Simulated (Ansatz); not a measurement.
Calculated electric field gradients for SiO₂

The cell is a computed structure from the Materials Project (it need not be an observed phase), atoms as given.

```
Si O
1.0
     7.15466   -9.41250    0.00000
     7.15466    9.41250    0.00000
     0.00000    0.00000    7.53229
Si O
18 36
Direct
  0.88346 0.71881 0.70641
  0.88346 0.71881 0.29359
  0.14918 0.85082 0.70543
  0.71881 0.88346 0.70641
  0.73115 0.26885 0.00000
  0.26885 0.73115 0.00000
  0.71881 0.88346 0.29359
  0.47087 0.12515 0.00000
  0.28119 0.11654 0.70641
  0.85082 0.14918 0.29457
  0.11654 0.28119 0.70641
  0.52913 0.87485 0.00000
  0.85082 0.14918 0.70543
  0.11654 0.28119 0.29359
  0.12515 0.47087 0.00000
  0.87485 0.52913 0.00000
  0.28119 0.11654 0.29359
  0.14918 0.85082 0.29457
  0.98933 0.19273 0.74770
  0.78410 0.78410 0.75399
  0.13692 0.39765 0.17565
  0.86308 0.60235 0.82435
  0.01067 0.80727 0.74770
  0.12468 0.31866 0.50000
  0.01067 0.80727 0.25230
  0.60235 0.86308 0.17565
  0.78038 0.21962 0.82507
  0.86308 0.60235 0.17565
  0.68134 0.87532 0.50000
  0.17345 0.82655 0.50000
  0.78410 0.78410 0.24601
  0.87532 0.68134 0.50000
  0.98933 0.19273 0.25230
  0.19273 0.98933 0.74770
  0.22884 0.59039 0.00000
  0.80727 0.01067 0.25230
  0.82655 0.17345 0.50000
  0.21962 0.78038 0.17493
  0.50000 0.00000 0.00000
  0.31866 0.12468 0.50000
  0.60235 0.86308 0.82435
  0.59039 0.22884 0.00000
  0.78038 0.21962 0.17493
  0.21962 0.78038 0.82507
  0.40961 0.77116 0.00000
  0.21590 0.21590 0.24601
  0.39765 0.13692 0.82435
  0.21590 0.21590 0.75399
  0.00000 0.50000 0.00000
  0.19273 0.98933 0.25230
  0.77116 0.40961 0.00000
  0.13692 0.39765 0.82435
  0.39765 0.13692 0.17565
  0.80727 0.01067 0.74770
```

Atoms are numbered from 1 in the order listed; like atoms form one site, named after its first atom.

Method: Kohn–Sham DFT in Ansatz, r2SCAN, plane waves and PAW, scalar-relativistic, 500 eV cutoff, Γ-centred 2×2×3 k-points, Fermi–Dirac smearing 0.02 eV.

C_Q = eQV_zz/h, which is 24.18 MHz for Q = 1 b and V_zz = 10²¹ V/m²; η = (V_xx − V_yy)/V_zz. Directions are in the Cartesian axes of the cell vectors above, for the atom listed; none is given where the gradient is under 0.02 or η is above 0.95.

| site | first atom | first shell | V_zz (10²¹ V/m²) | η | direction of V_zz (x, y, z) |
| --- | --- | --- | --- | --- | --- |
| Si1 | 1 | 4 O at 1.60–1.62 Å | 0.82 | 0.88 | 0.78 0.28 0.55 |
| Si3 | 3 | 4 O at 1.60–1.61 Å | 0.96 | 0.04 | 0.00 0.84 0.55 |
| Si5 | 5 | 4 O at 1.60–1.61 Å | -0.87 | 0.87 | 1.00 0.00 0.00 |
| Si8 | 8 | 4 O at 1.60–1.61 Å | -0.86 | 0.36 | 0.83 -0.56 0.00 |
| O19 | 19 | 2 Si at 1.61–1.62 Å, angle 149° | 9.28 | 0.09 | 0.91 -0.40 0.00 |
| O20 | 20 | 2 Si at 1.61 Å, angle 149° | 9.36 | 0.19 | 0.00 1.00 0.00 |
| O21 | 21 | 2 Si at 1.60–1.61 Å, angle 155° | 9.68 | 0.11 | -0.45 -0.54 0.71 |
| O24 | 24 | 2 Si at 1.61 Å, angle 149° | 9.32 | 0.15 | 0.00 0.00 1.00 |
| O27 | 27 | 2 Si at 1.60–1.61 Å, angle 159° | 9.73 | 0.02 | 0.00 0.72 0.70 |
| O30 | 30 | 2 Si at 1.61 Å, angle 147° | 9.15 | 0.14 | 0.00 0.00 1.00 |
| O35 | 35 | 2 Si at 1.60 Å, angle 149° | 9.52 | 0.13 | 0.93 0.36 0.00 |
| O39 | 39 | 2 Si at 1.61 Å, angle 180° | 9.98 | 0.06 | 0.42 0.91 0.00 |

At O19, O20, O21, O24, O30 and O35 V_zz runs parallel to the line that joins its two neighbours (within 1°) in each case. At O27 and O39 V_zz points along the line of its two bonds (within 1°) in each case.
